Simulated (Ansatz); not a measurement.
# MoS2 (R-3m) in Ansatz: reference runs

Reference runs on MoS2: the cell as given and a disturbed copy.

Program: Ansatz 0.2.0. These are calculated values, not measurements. Logs are shortened: lines on timing, memory, paths and dates and some standing lists are left out, and cuts for length are marked.

## 1. The structure

It takes space group R-3m (No. 166, trigonal). The conventional cell has a = 3.171 Å, b = 3.171 Å, c = 18.345 Å, α = 90.00°, β = 90.00°, γ = 120.00°. Around Mo (site symmetry -3m) lie 6 S at 2.39 Å. Around S (site symmetry 3m) lie 3 Mo at 2.39 Å.

Measurements of this composition are mostly on another form, of space group No. 194.

## 2. Single point, PBE

Contents of input.yaml:

```yaml
crystal:
  lattice:
    - [1.5855, 0.9153888518, 6.1149966667]
    - [-1.5855, 0.9153888518, 6.1149966667]
    - [0.0, -1.8307777036, 6.1149966667]
  atoms:
    - { symbol: Mo, position: [0.0, 0.0, 0.0] }
    - { symbol: S, position: [0.25, 0.25, 0.25] }
    - { symbol: S, position: [0.75, 0.75, 0.75] }
kpoints:
  mp_grid: { grid: [10, 10, 10] }
scf:
  occupations: { method: fermi_dirac, width: 0.05 }
hamiltonian:
  xc: pbe
  pseudopotentials: { kind: all_electron, lapw: { basis_error: 0.001 } }
output:
  forces: true
  stress: true
  eigenvalues: true
  populations: true
```

Potentials or basis: all-electron LAPW, scalar-relativistic.

Launch:

```bash
> ansatz run input.yaml --threads 2 --pin off --max-ram 6144MiB --backend cpu --events-out ev --progress --plain --runs-dir out
```

The log of the run:

```text
Warning: RAYON_NUM_THREADS=2 ignored (pool sized by the plan → 2); use --threads N
Mo: projections on atomic orbitals take those of the free atom 1s2 2s2 2p6 3s2 3p6 3d10 4s2 4p6 4d5 5s1, of charge +0.00 (hamiltonian.pseudopotentials.projection_atoms)
S: projections on atomic orbitals take those of the free atom 1s2 2s2 2p6 3s2 3p4, of charge +0.00 (hamiltonian.pseudopotentials.projection_atoms)
LAPW: plane waves up to 8.369 Å⁻¹, error target 1.0e-3 eV per atom; small_component_spin mean_spin; S in spheres of 1.059 Å, 14 of its electrons in bands, Dirac shells []; Mo in spheres of 1.326 Å, 30 of its electrons in bands, Dirac shells [] (how accurate: hamiltonian.pseudopotentials.lapw.basis_error, Limitations)
Engine: ansatz 0.2.0, aarch64-unknown-linux-gnu
Pseudopotentials: kind: all_electron
Pseudopotential: Mo, LAPW, valence charge 30, lapw/all_electron/scalar/gaussian/Mo, Koelling and Harmon's equation, gaussian nucleus
Pseudopotential: S, LAPW, valence charge 14, lapw/all_electron/scalar/gaussian/S, Koelling and Harmon's equation, gaussian nucleus
Functional definition: PBE
  parameter kappa = 0.804
  parameter beta = 0.06672455060314922
  exchange = pbe_x(kappa = kappa, mu = beta*pi^2/3)
  correlation = pbe_c(beta = beta)
Crystal: 3 atoms, lattice volume = 53.250 Å³
Basis set: ecut = 266.86379344109747 eV, 539 PW (Γ), FFT grids on a1−a3, a2−a3, a3, exchange–correlation at level 2
Bands: 35, of which v1, the nominal top of the filled ones, is band 29 counted from 1 (28 counted from 0)
Symmetry: 12 space group operations
Space group: R-3m (ITA 166), of the structure as read, at distance tolerance 3.8e-5 Å
k-points: 116 of 1000
Non-local potential: Mo, projectors of the file, none
Non-local potential: S, projectors of the file, none
Initial density: superposition of atomic densities (chi_scale 0.1, normalization cell, long waves kept (reshape's long-wave potential 0.15 eV rms))
Initial wavefunctions: plane waves of lowest kinetic energy (no species holds an atomic orbital)
Functional: x = pbe(κ = 0.804, μ = 0.2195149727645171), c = pbe(β = 0.06672455060314922)
iter 1 solved again at ethr=6.31e-3 eV; its pass at ethr=1.00e-1 eV (dr2=3.66e0 eV) is discarded
SCF iter   1: F=—  HF=-131906.433314 eV  |F-HF|=—  |Δ(HF+E_count)|=         —  Δρ=6.78e-2  dr2=3.66e0  ethr=6.31e-3  ⟨swp⟩=2.0  Hψ=26975  notcnv=0
preconditioner: auto → LDOS  [metal: Δε(μ)=0.075 eV  Ē_g=10.377 eV  σ=0.050 eV  W_gap=0.35  n_scr=22 (ndim 8)  ℏωp=21.6 eV  f_vac=0.094  D(μ)=0.81/eV (n_scr^D=2)  β→1.0]
SCF iter   2: F=—  HF=-131905.971651 eV  |F-HF|=—  |Δ(HF+E_count)|=   4.62e-1  Δρ=5.56e-2  dr2=3.33e0  ethr=6.31e-3  ⟨swp⟩=3.0  Hψ=12348  notcnv=0
iter 3 solved again at ethr=2.02e-4 eV; its pass at ethr=5.74e-3 eV (dr2=1.17e-1 eV) is discarded
SCF iter   3: F=—  HF=-131904.996545 eV  |F-HF|=—  |Δ(HF+E_count)|=   9.75e-1  Δρ=1.08e-2  dr2=1.17e-1  ethr=2.02e-4  ⟨swp⟩=2.0  Hψ=19718  notcnv=0
SCF iter   4: F=—  HF=-131904.970488 eV  |F-HF|=—  |Δ(HF+E_count)|=         —  Δρ=2.47e-3  dr2=1.07e-2  ethr=2.01e-4  ⟨swp⟩=2.1  Hψ=12074  notcnv=0
the basis was enlarged: its passes take 372.7 KiB over the memory plan, 2 of 2 planned eigensolver slots
SCF iter   5: F=—  HF=-131904.967498 eV  |F-HF|=—  |Δ(HF+E_count)|=   2.99e-3  Δρ=4.08e-4  dr2=1.76e-4  ethr=1.85e-5  ⟨swp⟩=3.0  Hψ=12015  notcnv=0
SCF iter   6: F=—  HF=-131904.967416 eV  |F-HF|=—  |Δ(HF+E_count)|=   8.27e-5  Δρ=1.11e-4  dr2=1.52e-5  ethr=3.04e-7  ⟨swp⟩=2.0  Hψ=11445  notcnv=0
SCF iter   7: F=—  HF=-131904.967415 eV  |F-HF|=—  |Δ(HF+E_count)|=   1.11e-6  Δρ=2.53e-5  dr2=6.18e-7  ethr=2.62e-8  ⟨swp⟩=2.0  Hψ=11443  notcnv=0
SCF iter   8: F=-131904.967415 eV  HF=-131904.967415 eV  |F-HF|=8.85e-9  |Δ(HF+E_count)|=   4.77e-8  Δρ=4.69e-6  dr2=1.83e-8  ethr=1.07e-9  ⟨swp⟩=2.7  Hψ=11548  notcnv=0
SCF 1 converged in 8 iterations: F = -131904.967415 eV  dr2 = 1.83e-8
SCF converged after 8 iterations
Free energy (F): -131904.967415 eV
Harris-Foulkes:  -131904.967415 eV  (|F-HF|=8.85e-9)
Internal energy: -131904.961446 eV  (E = F + TS)
E sigma→0 (E₀):  -131904.964430 eV
Entropy (-TS):   -0.005969 eV (-1.990 meV/atom)
Fermi energy:    12.563405 eV
--- Per-component energies (eV) ---
  E_band       = -6799.037115
  E_kinetic    = 136006.740262
  E_xc         = -4768.396607
  E_electrostatic = -263143.305101  (all electrons and nuclei)
  E_smearing   = -0.005969  (= −TS)
  E_closure    = 0.000000  (closes the sum)
  E_atoms      = -131884.088107  (free atoms, spherical and without spin; not in F)
  Σ components = -131904.967415   (vs F -131904.967415, Δ=0.00e0)
  Basis errors (estimates in eV, not in F): energy 4.9e-4 per atom: plane waves 4.4e-4 (2.5e-4 summed), levels above the bands 1.3e-65, relativity 3.2e-8, radial functions 4.9e-5, core shells 3.7e-7; eigenvalues (radial functions only) 2.7e-6; not estimated: angular momenta, meshes, grids; target (lapw.basis_error) 1.0e-3; muffin-tin radii S 1.059 Å, Mo 1.326 Å
--- Forces (eV/Å), atoms counted from 1 ---
  atom   1  Mo     0.00000000     0.00000000     0.00000000
  atom   2  S     -0.00000000    -0.00000000    -1.00516996
  atom   3  S      0.00000000     0.00000000     1.00516996
  max |Σ_I F_I| component: 1.16e-18 eV/Å
--- Stress (GPa, compression-positive) ---
        6.487277       0.000000       0.000000
        0.000000       6.487277      -0.000000
        0.000000      -0.000000      10.864992
  P = ⅓ Tr σ = 7.9465 GPa (79.465 kbar)
--- Band table (eV; the first three rows and the last of 116) ---
  k-point 0: bands = ["-364.0570", "-364.0570", "-364.0294", "-205.9464", "-205.9464", "-205.9209", "-205.9209", "-205.9154", "-193.6035", "-193.6035", "-138.3950", "-138.3950", "-138.3950", "-138.3950", "-138.3476", "-138.3475", "-49.2571", "-23.3332", "-23.2426", "-23.2426", "-2.6618", "-1.0280", "5.4630", "8.3179", "8.3179", "10.7520", "11.3029", "11.4908", "11.4908", "12.2738", "12.2738", "15.9088", "15.9088", "18.6033", "19.2973"]
  k-point 1: bands = ["-364.0570", "-364.0570", "-364.0294", "-205.9464", "-205.9464", "-205.9209", "-205.9209", "-205.9154", "-193.6035", "-193.6035", "-138.3950", "-138.3950", "-138.3950", "-138.3950", "-138.3476", "-138.3476", "-49.2533", "-23.3255", "-23.2813", "-23.2513", "-2.4976", "-1.0018", "5.6732", "7.9546", "8.4062", "10.5631", "10.9118", "10.9756", "11.4020", "12.5164", "12.7919", "15.4610", "15.8014", "19.3359", "19.8380"]
  k-point 2: bands = ["-364.0570", "-364.0570", "-364.0294", "-205.9464", "-205.9464", "-205.9209", "-205.9209", "-205.9154", "-193.6035", "-193.6035", "-138.3950", "-138.3950", "-138.3950", "-138.3950", "-138.3476", "-138.3476", "-49.2432", "-23.3819", "-23.3049", "-23.2743", "-2.0437", "-0.9215", "6.1952", "7.4347", "8.5429", "8.9848", "10.4942", "10.8087", "11.2025", "12.8837", "13.2945", "15.2799", "15.6957", "19.9103", "20.5331"]
  k-point 115: bands = ["-364.0570", "-364.0570", "-364.0294", "-205.9464", "-205.9464", "-205.9209", "-205.9209", "-205.9154", "-193.6035", "-193.6035", "-138.3950", "-138.3950", "-138.3950", "-138.3950", "-138.3475", "-138.3475", "-49.2571", "-23.3333", "-23.2426", "-23.2426", "-2.4087", "-1.4390", "6.4461", "8.3348", "8.3348", "8.6428", "11.5012", "11.5012", "12.1724", "12.1724", "12.4802", "16.0241", "16.0241", "18.5177", "20.6190"]
--- Löwdin populations: 3 sites ---
  site symbol       q [e]
     0     Mo     41.6532
     1      S     16.0754
     2      S     16.0754
  spilling = 0.002648 (of n_electrons = 74.000000)
```

It took 30 s on 2 threads of Arm Neoverse V1, shared host; peak memory 0.63 GiB.

Results:

```yaml
Free_energy: -131904.9674 eV
Pressure: 7.9 GPa
Largest_force: 1.005 eV/Å
Band_gap_on_the_k_mesh: none (metal or under the smearing width)
```

Forces in eV/Å, atoms in the order of the input:
```
Mo   0.000  0.000  0.000
S    0.000  0.000 -1.005
S    0.000  0.000  1.005
```

Levels at points of the mesh, in eV from the Fermi level:
```csv
k point,band 25,band 26,band 27,band 28,band 29,band 30,band 31,band 32,band 33,band 34
"(0.00, 0.00, 0.00)",-4.25,-1.81,-1.26,-1.07,-1.07,-0.29,-0.29,3.35,3.35,6.04
"(0.00, 0.00, -0.50)",-5.34,-4.38,-2.89,-1.97,-1.64,1.01,1.92,3.37,4.13,5.44
"(0.00, -0.50, -0.50)",-4.71,-4.31,-2.91,-2.27,-1.85,1.01,1.71,3.81,4.69,4.81
"(-0.50, -0.50, -0.50)",-4.23,-3.92,-1.06,-1.06,-0.39,-0.39,-0.08,3.46,3.46,5.95
```

Caveat: the cell's inner coordinates are idealised or old, which leaves forces on the atoms.

## 3. Single point, PBE (atoms moved at random, drawn with an rms of 0.05 Å)

input.yaml, as its differences from that of step 2:

```diff
@@ -6,5 +6,5 @@
   atoms:
-    - { symbol: Mo, position: [0.0, 0.0, 0.0] }
-    - { symbol: S, position: [0.25, 0.25, 0.25] }
-    - { symbol: S, position: [0.75, 0.75, 0.75] }
+    - { symbol: Mo, position: [0.005262, -0.011528, 0.006537] }
+    - { symbol: S, position: [0.249096, 0.25717, 0.239938] }
+    - { symbol: S, position: [0.741757, 0.732644, 0.769804] }
 kpoints:
```

Potentials or basis: all-electron LAPW, scalar-relativistic.

Launch:

```bash
> ansatz run input.yaml --threads 2 --pin off --max-ram 6144MiB --backend cpu --events-out ev --progress --plain --runs-dir out
```

The log of the run:

```text
Warning: RAYON_NUM_THREADS=2 ignored (pool sized by the plan → 2); use --threads N
Mo: projections on atomic orbitals take those of the free atom 1s2 2s2 2p6 3s2 3p6 3d10 4s2 4p6 4d5 5s1, of charge +0.00 (hamiltonian.pseudopotentials.projection_atoms)
S: projections on atomic orbitals take those of the free atom 1s2 2s2 2p6 3s2 3p4, of charge +0.00 (hamiltonian.pseudopotentials.projection_atoms)
LAPW: plane waves up to 8.561 Å⁻¹, error target 1.0e-3 eV per atom; small_component_spin mean_spin; S in spheres of 1.040 Å, 14 of its electrons in bands, Dirac shells []; Mo in spheres of 1.297 Å, 30 of its electrons in bands, Dirac shells [] (how accurate: hamiltonian.pseudopotentials.lapw.basis_error, Limitations)
[... 7 set-up lines as earlier in the session ...]
[... 43 lines left out ...]
--- Forces (eV/Å), atoms counted from 1 ---
  atom   1  Mo    -0.21159467    -0.05179197    -0.78938485
  atom   2  S      0.22730884    -0.37137230    -0.75491285
  atom   3  S     -0.01571733     0.42316270     1.54426527
  max |Σ_I F_I| component: 3.24e-5 eV/Å
--- Stress (GPa, compression-positive) ---
        9.001607      -0.424220      -1.101003
       -0.424220       5.581664       3.545782
       -1.101003       3.545782      12.009498
  P = ⅓ Tr σ = 8.8643 GPa (88.643 kbar)
--- Band table (eV; the first three rows and the last of 504) ---
  k-point 0: bands = ["-364.0491", "-364.0407", "-364.0177", "-205.9352", "-205.9337", "-205.9115", "-205.9069", "-205.9026", "-193.6059", "-193.5981", "-138.4022", "-138.3953", "-138.3916", "-138.3847", "-138.3497", "-138.3404", "-49.2547", "-23.3372", "-23.2615", "-23.2247", "-2.6785", "-1.0308", "5.4517", "8.2228", "8.3124", "10.7069", "11.3304", "11.4038", "11.5458", "12.2841", "12.2877", "15.8231", "16.0377", "18.5988", "19.3202"]
  k-point 1: bands = ["-364.0491", "-364.0407", "-364.0177", "-205.9352", "-205.9337", "-205.9115", "-205.9069", "-205.9026", "-193.6059", "-193.5981", "-138.4022", "-138.3953", "-138.3916", "-138.3847", "-138.3497", "-138.3404", "-49.2509", "-23.3309", "-23.2715", "-23.2607", "-2.5172", "-0.9998", "5.6549", "7.9438", "8.2990", "10.5467", "10.9041", "10.9786", "11.4248", "12.5312", "12.7683", "15.3886", "15.9386", "19.3357", "19.8344"]
  k-point 2: bands = ["-364.0491", "-364.0407", "-364.0177", "-205.9352", "-205.9337", "-205.9115", "-205.9069", "-205.9026", "-193.6059", "-193.5981", "-138.4022", "-138.3953", "-138.3916", "-138.3847", "-138.3497", "-138.3404", "-49.2408", "-23.3695", "-23.3044", "-23.2920", "-2.0740", "-0.9042", "6.1487", "7.4238", "8.3998", "8.9930", "10.5276", "10.7968", "11.2649", "12.9314", "13.2066", "15.2018", "15.8370", "19.9152", "20.4896"]
  k-point 503: bands = ["-364.0491", "-364.0407", "-364.0177", "-205.9352", "-205.9337", "-205.9115", "-205.9069", "-205.9026", "-193.6059", "-193.5981", "-138.4022", "-138.3953", "-138.3916", "-138.3847", "-138.3497", "-138.3404", "-49.2547", "-23.3373", "-23.2615", "-23.2247", "-2.4331", "-1.4326", "6.4174", "8.2312", "8.3257", "8.6700", "11.3984", "11.5304", "12.1627", "12.2058", "12.5179", "15.9032", "16.1795", "18.4986", "20.6618"]
--- Löwdin populations: 3 sites ---
  site symbol       q [e]
     0     Mo     41.6567
     1      S     16.0832
     2      S     16.0630
  spilling = 0.002662 (of n_electrons = 74.000000)
```

It took 4 min on 2 threads of Arm Neoverse V1, shared host; peak memory 1.6 GiB.

What came out:

```yaml
Free_energy: -131904.9210 eV
Pressure: 8.9 GPa
Largest_force: 1.601 eV/Å
Band_gap_on_the_k_mesh: none (metal or under the smearing width)
```

Forces in eV/Å, atoms in the order of the input:
```
Mo  -0.212 -0.052 -0.789
S    0.227 -0.371 -0.755
S   -0.016  0.423  1.544
```

Levels at points of the mesh, in eV from the Fermi level:
| k point | band 25 | band 26 | band 27 | band 28 | band 29 | band 30 | band 31 | band 32 | band 33 | band 34 |
| --- | --- | --- | --- | --- | --- | --- | --- | --- | --- | --- |
| (0.00, 0.00, 0.00) | -4.25 | -1.86 | -1.23 | -1.16 | -1.02 | -0.28 | -0.28 | 3.26 | 3.47 | 6.03 |
| (0.00, 0.00, -0.50) | -5.40 | -4.51 | -2.78 | -1.95 | -1.60 | 1.01 | 1.92 | 3.43 | 4.08 | 5.39 |
| (0.00, -0.50, 0.00) | -5.28 | -4.35 | -3.00 | -1.99 | -1.65 | 0.98 | 1.91 | 3.36 | 4.22 | 5.49 |
| (0.00, -0.50, -0.50) | -4.73 | -4.32 | -2.92 | -2.29 | -1.85 | 0.99 | 1.71 | 3.79 | 4.57 | 4.97 |
| (-0.50, 0.00, 0.00) | -5.30 | -4.39 | -2.92 | -1.98 | -1.65 | 0.99 | 1.91 | 3.37 | 4.15 | 5.47 |
| (-0.50, 0.00, -0.50) | -4.72 | -4.28 | -2.96 | -2.30 | -1.85 | 0.99 | 1.72 | 3.78 | 4.71 | 4.94 |
| (-0.50, -0.50, 0.00) | -4.76 | -4.44 | -2.90 | -2.17 | -1.82 | 1.01 | 1.71 | 3.87 | 4.55 | 4.80 |
| (-0.50, -0.50, -0.50) | -4.24 | -3.89 | -1.17 | -1.03 | -0.40 | -0.36 | -0.05 | 3.34 | 3.62 | 5.93 |

Caveat: the cell's inner coordinates are idealised or old, which leaves forces on the atoms.
